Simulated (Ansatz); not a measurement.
RuO2 (rutile)

```yaml
crystal:
  lattice:
    - [4.52339, 0.00000, 0.00000]
    - [0.00000, 4.52339, 0.00000]
    - [0.00000, 0.00000, 6.23804]
  atoms:
    - { symbol: Ru, position: [0.50000, 0.50000, 0.25000] }
    - { symbol: Ru, position: [0.50000, 0.50000, 0.75000] }
    - { symbol: Ru, position: [0.00000, 0.00000, 0.00000] }
    - { symbol: Ru, position: [0.00000, 0.00000, 0.50000] }
    - { symbol: O, position: [0.80567, 0.80567, 0.25000] }
    - { symbol: O, position: [0.80567, 0.80567, 0.75000] }
    - { symbol: O, position: [0.30567, 0.69433, 0.00000] }
    - { symbol: O, position: [0.30567, 0.69433, 0.50000] }
    - { symbol: O, position: [0.69433, 0.30567, 0.00000] }
    - { symbol: O, position: [0.69433, 0.30567, 0.50000] }
    - { symbol: O, position: [0.19433, 0.19433, 0.25000] }
    - { symbol: O, position: [0.19433, 0.19433, 0.75000] }
```

The atoms are displaced by Q × the pattern below (from a DFPT mode at Z = (0.0, 0.0, 0.5), largest move 1; Q in Å), at fixed cell. It is one choice among 2 degenerate patterns. (q is in reciprocal vectors of the primitive cell; the cell shown is doubled to hold the pattern.)

```csv
atom,x,y,z
Ru1,0.707,0.707,0.000
Ru2,-0.707,-0.707,0.000
Ru3,0.126,-0.126,0.000
Ru4,-0.126,0.126,0.000
O5,0.286,0.286,0.000
O6,-0.286,-0.286,0.000
O7,0.051,-0.051,0.000
O8,-0.051,0.051,0.000
O9,0.051,-0.051,0.000
O10,-0.051,0.051,0.000
O11,0.286,0.286,0.000
O12,-0.286,-0.286,0.000
```

Calculation: PBE (plane waves to 420 eV, PAW, scalar-relativistic; Ansatz, a quantum-chemistry and plane-wave program). k mesh 10×10×8 (Γ-centred), Fermi-Dirac smearing 0.05 eV. E stands for the smeared free energy. Stress and pressure are positive under compression. With partly filled bands, energies and forces of such displacements shift with the k mesh and the smearing. RuO2 is run without spin polarisation and with no Hubbard U. RuO2 was relaxed with its symmetry unable to fall. ΔE is measured from the undisplaced structure.

```tsv
Q (Å)	ΔE (eV/cell)	−dE/dQ from forces (eV/Å)	P (GPa)
-0.180	0.580	6.562	1.3
-0.150	0.401	5.409	0.9
-0.120	0.255	4.289	0.6
-0.090	0.143	3.194	0.3
-0.060	0.063	2.119	0.1
-0.030	0.016	1.056	0.0
0.000	0.000	0.000	0.0
0.030	0.016	-1.056	0.0
0.060	0.063	-2.119	0.1
0.090	0.143	-3.194	0.3
0.120	0.255	-4.289	0.6
0.150	0.401	-5.409	0.9
0.180	0.580	-6.562	1.3
```

What the scan shows:

* **Energy at Q = 0.180 Å**: 580 meV/cell
* **Space group of the distorted cell**: C222_1 (No. 20), lowered from P4_2/mnm
* **Symmetry of the curve**: even: the same for both signs
* **Shape of the curve**: a single well with its minimum at or next to zero displacement
* **Harmonic wavenumber from the curvature (finite differences)**: 209 cm⁻¹
* **Wavenumber by perturbation theory (DFPT, on another k mesh)**: 209 cm⁻¹

(A displaced cell: forces are minus the slopes of the energy, force constants its curvatures, and phonons follow from these.)
